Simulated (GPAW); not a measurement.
# CuO (Tenorite) (P1) in GPAW: single point with PBEsol

Aim: the single point of CuO (Tenorite) with PBEsol.

Program: GPAW 26.7.0. These are calculated values, not measurements. Logs are shortened: lines on timing, memory, paths and dates and some standing lists are left out, and cuts for length are marked. The log counts tension as positive stress, the text compression.

## Step 1: The cell of the first run

The typed cell holds 4 atoms: a = 2.900 Å, b = 2.900 Å, c = 5.129 Å, α = 97.69°, β = 97.69°, γ = 72.31°.

## Step 2: Single point, PBEsol (atoms moved at random, drawn with an rms of 0.05 Å)

Contents of run.py:

```python
from ase import Atoms
from ase.dft.bandgap import bandgap
from ase.io import write
from ase.units import GPa
from ase.parallel import parprint
from gpaw import GPAW, PW, setup_paths

setup_paths.insert(0, '.')

atoms = Atoms(['Cu', 'Cu', 'O', 'O'],
              cell=[[2.34185, -1.7113, 0.0],
                    [2.34185, 1.7113, 0.0],
                    [-0.8500274268, 0.0, 5.0578693947]],
              scaled_positions=[[0.506306, -0.008913, 0.500046],
                                [-0.00305, 0.511865, 0.007766],
                                [0.412581, 0.582175, 0.754304],
                                [0.579359, 0.409346, 0.251624]],
              pbc=True)

calc = GPAW(mode=PW(800),
            xc='PBEsol',
            kpts={'size': (10, 10, 5), 'gamma': True},
            occupations={'name': 'fermi-dirac', 'width': 0.05},
            nbands=33,
            convergence={'density': 1e-05, 'energy': 1e-05},
            maxiter=150,
            txt='gpaw.txt')
atoms.calc = calc
energy = atoms.get_potential_energy()
forces = atoms.get_forces()
stress = atoms.get_stress()
calc.write('gs.gpw')
write('result.traj', atoms)
parprint(f'Energy: {energy:.6f} eV')
parprint('Forces (eV/A):')
parprint(forces.round(4))
parprint('Stress (GPa):', (stress / GPa).round(3))
parprint('Fermi level:', round(calc.get_fermi_level(), 4), 'eV')
parprint(f'Gap: {bandgap(calc)[0]:.4f} eV, direct: {bandgap(calc, direct=True)[0]:.4f} eV')
```

Potentials or basis: PAW data sets generated in the run's folder for this functional, pw.

Command:

```sh
> gpaw-setup -f PBEsol Cu O
> OMP_NUM_THREADS=1 mpirun -n 4 gpaw python run.py
```

gpaw.txt:

```text
__  _  _
 | _ |_)|_||  |
 |__||  | ||/\| - 26.7.0

Input parameters:
  mode=PW(ecut=800.0),
  convergence={'density': 1e-05, 'energy': 1e-05},
  kpts=MonkhorstPack(size=(10, 10, 5), gamma=True),
  maxiter=150,
  nbands=33,
  occupations=Occupations(name='fermi-dirac', width=0.05),
  xc=XC(name='PBEsol')

Diagonalizing LCAO Hamiltonian
Converting LCAO to pw mode

          O

       Cu
           O
          Cu

Atoms  # Å, Bohr magnetons
|   | symbol |        x |         y |        z |    initial magnetic moments |
|---|--------|----------|-----------|----------|-----------------------------|
| 0 |     Cu | 0.739767 | -0.881694 | 2.529167 | ( 0.0000,  0.0000,  0.0000) |
| 1 |     Cu | 1.184967 |  0.881174 | 0.039279 | ( 0.0000,  0.0000,  0.0000) |
| 2 |      O | 1.688390 |  0.290226 | 3.815171 | ( 0.0000,  0.0000,  0.0000) |
| 3 |      O | 2.101512 | -0.290943 | 1.272681 | ( 0.0000,  0.0000,  0.0000) |

Unit cell  # Å
| periodic |         x |         y |        z |  lengths |    angles |
|----------|-----------|-----------|----------|----------|-----------|
|      yes |  2.341850 | -1.711300 | 0.000000 | 2.900484 | 97.690119 |
|      yes |  2.341850 |  1.711300 | 0.000000 | 2.900484 | 97.690119 |
|      yes | -0.850027 |  0.000000 | 5.057869 | 5.128800 | 72.314715 |

Number of symmetries: 1
Symmetry operations  # r_c * U_cc + t_c -> r_c
|   | kind |            matrix            |
|---|------|------------------------------|
| 0 |  E   |  1, 0, 0,  0, 1, 0,  0, 0, 1 |

BZ-sampling:
  Number of BZ points: 500
  Number of IBZ points: 252

  Monkhorst-Pack size: [10, 10, 5]
  Monkhorst-Pack shift: [0.05, 0.05, 0.0]

K-points  # in reciprocal-cell coordinates
|     |                                coordinates |     weight |
|-----|--------------------------------------------|------------|
|   0 | (  0.00000000,   0.00000000,   0.00000000) | 0.00200000 |
|   1 | (  0.00000000,   0.00000000,   0.20000000) | 0.00400000 |
|   2 | (  0.00000000,   0.00000000,   0.40000000) | 0.00400000 |
|   3 | (  0.00000000,   0.10000000,  -0.40000000) | 0.00400000 |
|   4 | (  0.00000000,   0.10000000,  -0.20000000) | 0.00400000 |
|   5 | (  0.00000000,   0.10000000,   0.00000000) | 0.00400000 |
|   6 | (  0.00000000,   0.10000000,   0.20000000) | 0.00400000 |
|   7 | (  0.00000000,   0.10000000,   0.40000000) | 0.00400000 |
|   8 | (  0.00000000,   0.20000000,  -0.40000000) | 0.00400000 |
|   9 | (  0.00000000,   0.20000000,  -0.20000000) | 0.00400000 |
| ... |                                            |            |
| 251 | (  0.50000000,   0.50000000,   0.40000000) | 0.00400000 |

Plane wave coefficients: 2099
Cutoff: 800.0 eV

Spin-components: 1 (collinear spins)
Bands:           33
Projectors:      22
Spin-degeneracy: 2
Datatype:        complex128

Parallelization:
  kpt:    4
  domain: 1
  band:   1

Density:
  Valence electrons: 34.0
  Components: 1
  Grid points: [20 20 35]
  Charge: 0.0  # |e|

Potential:
  Grid points: [20 20 35]

species:
  Cu:
    name:    Copper
    Z:       29.0
    valence: 11
    core:    18
    charge:  0.0  # [|e|]
    compensation charges:
      type: gauss
      rc: 0.33  # [Å]
      lmax: 2
    cutoffs:
      filter: 2.06  # [Å]
      core: 2.43  # [Å]
    projectors
    | kind |    occ | energy [eV] | rcut [Å] |
    |------|--------|-------------|----------|
    |   4s |  1.000 |      -4.607 |    1.164 |
    |   4p |  0.000 |      -0.637 |    1.164 |
    |   3d | 10.000 |      -5.060 |    1.058 |
    |    s |        |      22.604 |    1.164 |
    |    p |        |      26.574 |    1.164 |
    |    d |        |      22.151 |    1.058 |

    Using partial waves for Cu as LCAO basis

  O:
    name:    Oxygen
    Z:       8.0
    valence: 6
    core:    2
    charge:  0.0  # [|e|]
    compensation charges:
      type: gauss
      rc: 0.21  # [Å]
      lmax: 2
    cutoffs:
      filter: 1.17  # [Å]
      core: 0.83  # [Å]
    projectors
    | kind |    occ | energy [eV] | rcut [Å] |
    |------|--------|-------------|----------|
    |   2s |  2.000 |     -23.808 |    0.688 |
    |   2p |  4.000 |      -8.972 |    0.598 |
    |    s |        |       3.404 |    0.688 |
    |    p |        |      18.239 |    0.598 |
    |    d |        |       0.000 |    0.619 |

    Using partial waves for O as LCAO basis

Reference energy: -94036.894853  # eV

eigensolver:
  PPCG
  Converge bands: occupied
  niter=2

density mixing:
  MSR1-Mixer
  Pratt-step length: 0.05
  Maximum mixing coefficient: 0.75
  Old densities: 10
  SVD Regularization: 0.005
  Good broyden scale: 1.0
  Trust region scale: 1.0
  Backstep threshold: 4.0
  History deletion threshold: 6.0
  Fourier metric: weight=20.0, sigma=0.015

occupation numbers:
  Fermi-Dirac:
    width: 0.0500  # eV

poisson solver:
  ecut: 6400.0  # eV

xc functional:
  name: PBEsol with 2 nearest neighbor stencil

convergence criteria:
- Maximum integral of absolute [dens]ity change: 1e-05 electrons / valence electron
- Maximum [total energy] change in last 3 cyles: 1e-05 eV / valence electron
- Maximum integral of absolute [eigenst]ate change: 4e-08 eV^2 / valence electron
maximum number of iterations: 150

SCF iterations
|iter     | |      energy | eigst |  dens |
|---------|-|-------------|-------|-------|
|iter:   1| |  -27.438943 | +0.20 |       |
|iter:   2| |  -24.969030 | -1.85 | -0.90 |
|iter:   3| |  -22.391599 | -1.19 | -1.00 |
|iter:   4| |  -21.611865 | -2.43 | -1.23 |
|iter:   5| |  -21.563004 | -3.41 | -1.61 |
|iter:   6| |  -21.521838 | -3.51 | -1.73 |
|iter:   7| |  -21.519699 | -3.68 | -2.42 |
|iter:   8| |  -21.518339 | -4.57 | -2.75 |
|iter:   9| |  -21.518327 | -5.98 | -3.10 |
|iter:  10| |  -21.518333c| -6.30 | -3.39 |
|iter:  11| |  -21.518330c| -7.71c| -4.18 |
|iter:  12| |  -21.518330c| -7.80c| -4.87 |
|iter:  13| |  -21.518330c| -8.36c| -5.19c|

Converged in 13 steps
Energy contributions relative to reference atoms: (reference = -94036.894853)

Energy contributions:
  Kinetic:          -5.219410
  Coulomb:          -1.122848
  Zero:              0.638686
  External:          0.000000
  Xc:              -15.805189
  Entropy:          -0.019137
  Spinorbit:         0.000000
  ----------------------------
  Free energy:     -21.527899
  Extrapolated:    -21.518330

dipole moment: (11.824871, -0.059374, -10.515426)  # |e|*Ang

Fermi level: 6.352
Eigenvalues  # (at kpt = [0.000, 0.000, 0.000])
| band index |      eig [eV] | occ [0-2] |
|------------|---------------|-----------|
|          0 |       -13.490 |     2.000 |
|        ... |               |           |
|          8 |         3.374 |     2.000 |
|          9 |         3.402 |     2.000 |
|         10 |         3.666 |     2.000 |
|         11 |         3.762 |     2.000 |
|         12 |         4.000 |     2.000 |
|         13 |         4.162 |     2.000 |
|         14 |         4.222 |     2.000 |
|         15 |         4.725 |     2.000 |
|         16 |         6.569 |     0.026 |
|         17 |         7.299 |     0.000 |
|         18 |         8.016 |     0.000 |
|         19 |        12.253 |     0.000 |
|         20 |        14.487 |     0.000 |
|         21 |        19.566 |     0.000 |
|         22 |        21.921 |     0.000 |
|         23 |        22.699 |     0.000 |
|        ... |               |           |
|         32 |        29.735 |     0.000 |

No gap
No difference between direct/indirect transitions

Forces  # eV/Ang
|        x |        y |        z |
|----------|----------|----------|
| -0.04372 |  0.14193 |  0.40514 |  # Cu   0
| -0.19485 |  0.02960 | -0.34215 |  # Cu   1
|  0.09434 | -0.39527 | -0.11195 |  # O    2
|  0.14415 |  0.22373 |  0.04896 |  # O    3

Stress tensor  # eV/Ang^3
|        x |         y |        z |
|----------|-----------|----------|
| 0.002189 |  0.001360 | 0.008684 |
| 0.001360 | -0.005861 | 0.003143 |
| 0.008684 |  0.003143 | 0.010867 |

# Writing to gs.gpw (mode='')
```

Wall time 32 s (4 MPI ranks of AMD EPYC 9R45 (Zen 5), shared host); peak memory 0.28 GiB.

Results:

| Quantity | Value |
| --- | --- |
| Free energy | -21.5279 eV |
| Pressure | -0.4 GPa |
| Largest force | 0.432 eV/Å |
| Band gap on the k mesh | none (metal or under the smearing width) |

Forces on the atoms (eV/Å):
```
Cu  -0.044  0.142  0.405
Cu  -0.195  0.030 -0.342
O    0.094 -0.395 -0.112
O    0.144  0.224  0.049
```

Caveat: with this Cu data set, volumes or pressures lay over 1.5 % or 2 GPa off other programs in two to four cells of ten; the run has no spin polarisation, though such a crystal can be magnetic; semilocal functionals often make such compounds metallic where correlation or magnetic order opens a gap, which also shifts bond lengths.
